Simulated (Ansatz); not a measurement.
# What a trial cell of Sb relaxes into

All numbers below come from DFT PBE, scalar-relativistic, plane waves, PAW in Ansatz 0.2.0. Cutoff 420 eV, Γ-centred k mesh, Gaussian smearing, no spin polarisation in the final step.

Sb was placed on the beta-tungsten (A15) structure type (Pm-3n, No. 223), at a guessed volume.

```yaml
crystal:
  lattice:
    - [6.23564, 0.00000, 0.00000]
    - [0.00000, 6.23564, 0.00000]
    - [0.00000, 0.00000, 6.23564]
  atoms:
    - { symbol: Sb, position: [0.50000, 0.50000, 0.50000] }
    - { symbol: Sb, position: [0.00000, 0.00000, 0.00000] }
    - { symbol: Sb, position: [0.25000, 0.00000, 0.50000] }
    - { symbol: Sb, position: [0.50000, 0.25000, 0.00000] }
    - { symbol: Sb, position: [0.50000, 0.75000, 0.00000] }
    - { symbol: Sb, position: [0.75000, 0.00000, 0.50000] }
    - { symbol: Sb, position: [0.00000, 0.50000, 0.75000] }
    - { symbol: Sb, position: [0.00000, 0.50000, 0.25000] }
```

Cell and atoms relax at zero pressure; the relaxation can't lower the symmetry of the start.

Energies count from the standard state of Sb at the same level.

Task: What does it relax into?

Result: It keeps Pm-3n (No. 223). The result has the beta-tungsten (A15) structure. Conventional cell: a = 6.068 Å. Sb on Wyckoff site a (2 atoms of the primitive cell) has 12 Sb at 3.39 Å; Sb on Wyckoff site c (6 atoms of the primitive cell) has 2 Sb at 3.03 Å, 4 Sb at 3.39 Å and 8 Sb at 3.72 Å.

```xyz
8
Lattice="6.0676 0.0000 0.0000 0.0000 6.0676 0.0000 0.0000 0.0000 6.0676" Properties=species:S:1:pos:R:3 pbc="T T T"
Sb    3.0338    3.0338    3.0338
Sb    0.0000    0.0000    0.0000
Sb    1.5169    0.0000    3.0338
Sb    3.0338    1.5169    0.0000
Sb    3.0338    4.5507    0.0000
Sb    4.5507    0.0000    3.0338
Sb    0.0000    3.0338    4.5507
Sb    0.0000    3.0338    1.5169
```

Task: What are its volume, energy, density and gap?

Result: The volume per atom is 27.92 Å³ and the density is 7.24 g/cm³. The energy over the standard structure is 0.38 eV/atom and the gap on the 6×6×6 mesh is 0 eV (a metal).

The final run used a 6×6×6 mesh on its 8-atom cell and 0.10 eV smearing. For metals, differences of a few meV/atom aren't resolved. Spin–orbit coupling is left out. Symmetry constrained the relaxation, so the result can be a saddle point.